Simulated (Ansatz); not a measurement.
Geometry optimisation in Ansatz: input, command and trajectory.

```yaml
crystal:
  lattice:
    - [3.0863002076, 0.0, 0.0]
    - [-1.5431501038, 2.6728143835, 0.0]
    - [0.0, 0.0, 12.239012864]
  atoms:
    - { symbol: Mo, position: [0.6666666667, 0.3333333333, 0.2499464811] }
    - { symbol: Mo, position: [0.3333333333, 0.6666666667, 0.7500535189] }
    - { symbol: S, position: [0.3333333333, 0.6666666667, 0.3799327694] }
    - { symbol: S, position: [0.6666666667, 0.3333333333, 0.8800389041] }
    - { symbol: S, position: [0.3333333333, 0.6666666667, 0.1199610959] }
    - { symbol: S, position: [0.6666666667, 0.3333333333, 0.6200672306] }
basis:
  ecutwfc: 420
kpoints:
  mp_grid: { grid: [12, 12, 4] }
hamiltonian:
  xc: pbe
  dispersion: d3bj
scf:
  occupations: { method: gaussian, width: 0.02 }
output:
  forces: true
  stress: true
  eigenvalues: true
  write_density: true
  write_potential: true
  elf: true
  volumetric_format: npy
relax:
  adjacent_minimum: "off"
  f_tol: 0.008
  max_steps: 40
  cell: { stress_tol: 0.015, fix: [a, b, gamma] }
```

```bash
ansatz run input.yaml --threads 1 --pin off --max-ram 2560MiB --backend cpu --events-out ev --progress --plain --runs-dir out
```

The calculation used Ansatz 0.2.0, DFT PBE+D3(BJ), scalar-relativistic, plane waves, PAW.

Of 6 frames 5 are shown, positions in Å and forces in eV/Å; the SCF threshold varies from step to step. Steps run on the plane waves of an earlier cell, with a Pulay correction in the pressure. The basis is chosen afresh for the last frame, the zero of the energies, and at times for earlier ones too; energy and pressure step there, also at an unchanged geometry. The mark taken_back stands on steps that the optimiser undid.

```xyz
6
Lattice="3.0863 0.0000 0.0000 -1.5432 2.6728 0.0000 0.0000 0.0000 12.2390" Properties=species:S:1:pos:R:3:forces:R:3 pbc="T T T" step=1 free_energy_over_end_meV_per_atom=0.13 pressure_GPa=3.64
Mo    1.5432    0.8909    3.0591    0.0000    0.0000    0.0004
Mo    0.0000    1.7819    9.1799    0.0000    0.0000   -0.0004
S     0.0000    1.7819    4.6500    0.0000    0.0000   -0.0438
S     1.5432    0.8909   10.7708    0.0000    0.0000   -0.0448
S     0.0000    1.7819    1.4682    0.0000    0.0000    0.0448
S     1.5432    0.8909    7.5890    0.0000    0.0000    0.0438
6
Lattice="3.0863 0.0000 0.0000 -1.5432 2.6728 0.0000 0.0000 0.0000 12.1370" Properties=species:S:1:pos:R:3:forces:R:3 pbc="T T T" step=2 free_energy_over_end_meV_per_atom=0.02 pressure_GPa=4.13
Mo    1.5432    0.8909    3.0381    0.0000    0.0000   -0.0017
Mo    0.0000    1.7819    9.0989    0.0000    0.0000    0.0017
S     0.0000    1.7819    4.6258    0.0000    0.0000   -0.0088
S     1.5432    0.8909   10.6865    0.0000    0.0000   -0.0011
S     0.0000    1.7819    1.4505    0.0000    0.0000    0.0011
S     1.5432    0.8909    7.5112    0.0000    0.0000    0.0088
6
Lattice="3.0863 0.0000 0.0000 -1.5432 2.6728 0.0000 0.0000 0.0000 12.1706" Properties=species:S:1:pos:R:3:forces:R:3 pbc="T T T" step=3 free_energy_over_end_meV_per_atom=0.05 pressure_GPa=4.15 taken_back
Mo    1.5432    0.8909    3.0309    0.0000    0.0000    0.0050
Mo    0.0000    1.7819    9.1398    0.0000    0.0000   -0.0050
S     0.0000    1.7819    4.6179    0.0000    0.0000    0.0268
S     1.5432    0.8909   10.7269    0.0000    0.0000    0.0044
S     0.0000    1.7819    1.4438    0.0000    0.0000   -0.0044
S     1.5432    0.8909    7.5527    0.0000    0.0000   -0.0268
6
Lattice="3.0863 0.0000 0.0000 -1.5432 2.6728 0.0000 0.0000 0.0000 12.1688" Properties=species:S:1:pos:R:3:forces:R:3 pbc="T T T" step=4 free_energy_over_end_meV_per_atom=-0.01 pressure_GPa=4.06
Mo    1.5432    0.8909    3.0429    0.0000    0.0000   -0.0004
Mo    0.0000    1.7819    9.1260    0.0000    0.0000    0.0004
S     0.0000    1.7819    4.6307    0.0000    0.0000   -0.0014
S     1.5432    0.8909   10.7138    0.0000    0.0000   -0.0003
S     0.0000    1.7819    1.4550    0.0000    0.0000    0.0003
S     1.5432    0.8909    7.5381    0.0000    0.0000    0.0014
6
Lattice="3.0863 0.0000 0.0000 -1.5432 2.6728 0.0000 0.0000 0.0000 12.1729" Properties=species:S:1:pos:R:3:forces:R:3 pbc="T T T" step=6 free_energy_over_end_meV_per_atom=0.00 pressure_GPa=4.05
Mo    1.5432    0.8909    3.0433    0.0000    0.0000   -0.0001
Mo    0.0000    1.7819    9.1296    0.0000    0.0000    0.0001
S     0.0000    1.7819    4.6312    0.0000    0.0000   -0.0001
S     1.5432    0.8909   10.7175    0.0000    0.0000    0.0000
S     0.0000    1.7819    1.4554    0.0000    0.0000    0.0000
S     1.5432    0.8909    7.5417    0.0000    0.0000    0.0001
```

It took 43 s on 1 thread of Intel(R) Xeon(R) 6975P-C (Granite Rapids), with other jobs on the host, peak memory 0.55 GiB.